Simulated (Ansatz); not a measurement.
## Where the states of CdF$_{2}$ lie

```cif
data_structure
_symmetry_space_group_name_H-M 'P 1'
_symmetry_Int_Tables_number 1
_cell_length_a 3.8099
_cell_length_b 3.8099
_cell_length_c 3.8099
_cell_angle_alpha 60.000
_cell_angle_beta 60.000
_cell_angle_gamma 60.000
_cell_volume 39.10
loop_
_atom_site_label
_atom_site_type_symbol
_atom_site_fract_x
_atom_site_fract_y
_atom_site_fract_z
_atom_site_occupancy
Cd1 Cd 0.00000 0.00000 0.00000 1
F1 F 0.25000 0.25000 0.25000 1
F2 F 0.75000 0.75000 0.75000 1
```

The runs use the primitive cell with vectors (0.000, 2.694, 2.694), (2.694, 0.000, 2.694), (2.694, 2.694, 0.000) Å, to which the k mesh refers.

Conventional cell: a = 5.388 Å, b = 5.388 Å, c = 5.388 Å, α = 90.00°, β = 90.00°, γ = 90.00°. Around Cd (atom 1) lie 8 F at 2.33 Å. F (atom 2) has 4 Cd at 2.33 Å as nearest neighbours.

The cell comes from COD entry 9009006, which wasn't checked; take it as a given geometry.

Computed with Ansatz 0.2.0, DFT, PBE, all-electron LAPW, scalar-relativistic.

Sampling and basis: a Γ-centred 8×8×8 k mesh, Fermi–Dirac smearing of 0.02 eV, basis error target 1 meV/atom, no spin polarisation.

States per eV and cell, averaged over 0.4 eV, from -5.8 to 4.0 eV, with energies (bin centres) from the valence-band top; empty bins are left out. The partial columns, the largest 4 alone, are projections on Löwdin-orthogonalised atomic shells (those that the program's projection atoms carry: the occupied ones and, for some elements, an empty d or f shell; other empty shells have no column), summed over atoms of an element. Weights on diffuse s and p shells depend on that basis and aren't pure angular character.

| E (eV) | total | F 2p | Cd 4d | Cd 5s | F 2s |
| --- | --- | --- | --- | --- | --- |
| -5.7 | 0.11 | 0.03 | 0.08 | 0.00 | 0.00 |
| -5.3 | 6.77 | 1.62 | 5.10 | 0.04 | 0.00 |
| -4.9 | 4.45 | 0.80 | 3.62 | 0.01 | 0.01 |
| -4.5 | 11.14 | 0.75 | 10.30 | 0.04 | 0.04 |
| -4.1 | 2.53 | 0.10 | 2.40 | 0.01 | 0.02 |
| -3.3 | 2.38 | 1.59 | 0.40 | 0.36 | 0.01 |
| -2.9 | 1.66 | 1.26 | 0.14 | 0.23 | 0.02 |
| -2.5 | 2.49 | 2.05 | 0.31 | 0.08 | 0.01 |
| -2.1 | 4.14 | 3.57 | 0.43 | 0.04 | 0.02 |
| -1.7 | 3.61 | 3.26 | 0.26 | 0.02 | 0.01 |
| -1.3 | 2.97 | 2.64 | 0.26 | 0.02 | 0.01 |
| -0.9 | 1.59 | 1.39 | 0.16 | 0.02 | 0.01 |
| -0.5 | 7.61 | 6.57 | 0.99 | 0.01 | 0.00 |
| -0.1 | 3.55 | 3.10 | 0.43 | 0.00 | 0.00 |
| 3.5 | 0.03 | 0.00 | 0.00 | 0.02 | 0.00 |
| 3.9 | 0.07 | 0.01 | 0.00 | 0.05 | 0.01 |

Problem. Which of the resolved shells contributes most in the top eV of the valence band?

Solution. F 2p, with 87 % of all states there; Cd 4d follows with 13 %.

Problem. Where is the centre of the filled Cd 4d states between -12 eV and the top of the filled states?

Solution. -4.28 eV from the valence-band top.
